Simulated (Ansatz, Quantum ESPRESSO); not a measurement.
This is a calculation of TiTe2 for Quantum ESPRESSO 7.5. 

The input pw.in:

```
&CONTROL
  calculation = 'scf'
  prefix = 'pwscf'
  outdir = './tmp'
  pseudo_dir = './pseudo'
  tprnfor = .true.
  tstress = .true.
  disk_io = 'low'
/
&SYSTEM
  ibrav = 0
  celldm(1) = 8
  nat = 3
  ntyp = 2
  ecutwfc = 45
  ecutrho = 360
  nbnd = 19
  occupations = 'smearing'
  smearing = 'fd'
  degauss = 0.00367493
/
&ELECTRONS
  conv_thr = 6d-10
  electron_maxstep = 120
  mixing_beta = 0.5
/
ATOMIC_SPECIES
Te   127.6000 te_pbesol_v1.uspp.F.UPF
Ti    47.8670 ti_pbesol_v1.4.uspp.F.UPF
CELL_PARAMETERS alat
  0.8921869465889   0.0000000000000   0.0000000000000
 -0.4460934732945   0.7726565606724   0.0000000000000
  0.0000000000000   0.0000000000000   1.5349300447273
ATOMIC_POSITIONS crystal
Te     0.3333333333    0.6666666667    0.7372000000
Te     0.6666666667    0.3333333333    0.2628000000
Ti     0.0000000000    0.0000000000    0.0000000000
K_POINTS automatic
8 8 4 0 0 0
```

The input pp_density.in:

```
&INPUTPP
  prefix = 'pwscf'
  outdir = './tmp'
  filplot = 'density.dat'
  plot_num = 0
/
&PLOT
  nfile = 1
  filepp(1) = 'density.dat'
  iflag = 3
  output_format = 6
  fileout = 'density.cube'
/
```

pp_potential.in

```
&INPUTPP
  prefix = 'pwscf'
  outdir = './tmp'
  filplot = 'potential.dat'
  plot_num = 11
/
&PLOT
  nfile = 1
  filepp(1) = 'potential.dat'
  iflag = 3
  output_format = 6
  fileout = 'potential.cube'
/
```

Potentials or basis: GBRV 1.5 PBEsol.

Command:

```console
$ OMP_NUM_THREADS=1 mpirun -n 2 pw.x -nk 2 -in pw.in > pw.out
$ OMP_NUM_THREADS=1 mpirun -n 1 pp.x -in pp_density.in > pp_density.out
$ OMP_NUM_THREADS=1 mpirun -n 1 pp.x -in pp_potential.in > pp_potential.out
```

Q: Set up the same calculation for Ansatz 0.2.0. Potentials or basis there: Ansatz PAW, cutoff 420 eV.

A: As run (cutoffs and basis follow the program's own potentials, and thresholds, step limits or extra output files can differ):

File input.yaml:

```yaml
crystal:
  lattice:
    - [3.777, 0.0, 0.0]
    - [-1.8885, 3.2709779501, 0.0]
    - [0.0, 0.0, 6.498]
  atoms:
    - { symbol: Te, position: [0.3333333333, 0.6666666667, 0.7372] }
    - { symbol: Te, position: [0.6666666667, 0.3333333333, 0.2628] }
    - { symbol: Ti, position: [0.0, 0.0, 0.0] }
hamiltonian:
  xc: pbesol
  pseudopotentials: { kind: paw }
kpoints:
  mp_grid: { grid: [8, 8, 4] }
scf:
  occupations: { method: fermi_dirac, width: 0.05 }
output:
  forces: true
  stress: true
  eigenvalues: true
```

Potentials or basis: Ansatz PAW.

Command:

```bash
$ ansatz run input.yaml --threads 1 --pin off --max-ram 3584MiB --backend cpu --events-out ev --progress --plain --runs-dir out
```

Both were run:

|  | Quantum ESPRESSO | Ansatz |
| --- | --- | --- |
| Pressure | -2.2 GPa | -2.3 GPa |
| Largest force | 0.108 eV/Å | 0.128 eV/Å |

Ansatz's pressure holds a Pulay term of +0.02 GPa for its cutoff of 420 eV, which the other run lacks.

The potentials hold 24 and 44 valence electrons a cell.

Ansatz's potentials were made for PBE.

Where Ansatz's input types no cutoff or centring, it takes its own default and a Γ-centred mesh.

Pressure is positive in compression.
